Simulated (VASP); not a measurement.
The system is Sb.

```
Sb
1.0
     3.12240    0.00000    0.00000
     0.00000    4.34752    0.00000
    -0.03891    0.00000    4.40585
Sb
2
Direct
  0.01139 0.25000 0.24117
  0.98861 0.75000 0.75883
```

This isn't the form of Sb at room conditions, which is rhombohedral.

| Quantity | Value |
| --- | --- |
| Program | VASP 6.6.1 |
| Task | relaxation of cell and atoms |
| Functional | LDA |
| Potentials or basis | VASP PAW LDA potentials, release 64 (Sb) |
| Cutoff | 600 eV |
| k mesh | 9 × 6 × 6 |
| Occupations | methfessel-paxton, width 0.1 eV |
| Spin | no spin polarisation |

At the start: pressure -3.2 GPa; volume 29.90 Å³/atom.

Problem. Where does the relaxation end?

Solution. Over 22 steps the energy falls by 21.1 meV/atom and the volume is 28.18 Å³/atom (-5.8 %); space group Cmmm (No. 65, to 0.05 Å).

The path:
```tsv
step	energy change (eV)	largest force (eV/Å)	pressure (GPa)	volume (Å³)
1	0.0000	0.0441	-3.21	59.81
2	-0.0235	0.1436	2.23	54.77
3	-0.0354	0.0981	0.01	56.52
4	-0.0371	0.0911	0.03	56.47
5	-0.0408	0.0485	0.10	56.29
6	-0.0338	0.0244	0.39	55.93
7	-0.0411	0.0310	0.13	56.23
8	-0.0416	0.0220	-0.06	56.40
9	-0.0417	0.0225	-0.02	56.36
10	-0.0418	0.0212	0.03	56.32
11	-0.0418	0.0198	0.09	56.28
12	-0.0419	0.0191	0.07	56.30
13	-0.0420	0.0171	0.00	56.35
14	-0.0420	0.0163	-0.03	56.38
15	-0.0420	0.0152	-0.03	56.37
16	-0.0421	0.0122	-0.01	56.35
17	-0.0422	0.0063	0.04	56.32
18	-0.0421	0.0067	0.12	56.24
19	-0.0422	0.0032	0.07	56.29
20	-0.0423	0.0010	-0.03	56.37
21	-0.0423	0.0006	-0.03	56.37
22	-0.0423	0.0024	-0.01	56.35
```

Final structure:
```yaml
crystal:
  lattice:
    - [3.06208, 0.00000, 0.01330]
    - [0.00000, 4.20000, 0.00000]
    - [-0.01927, 0.00000, 4.38181]
  atoms:
    - { symbol: Sb, position: [0.99958, 0.25000, 0.24793] }
    - { symbol: Sb, position: [0.00042, 0.75000, 0.75207] }
```
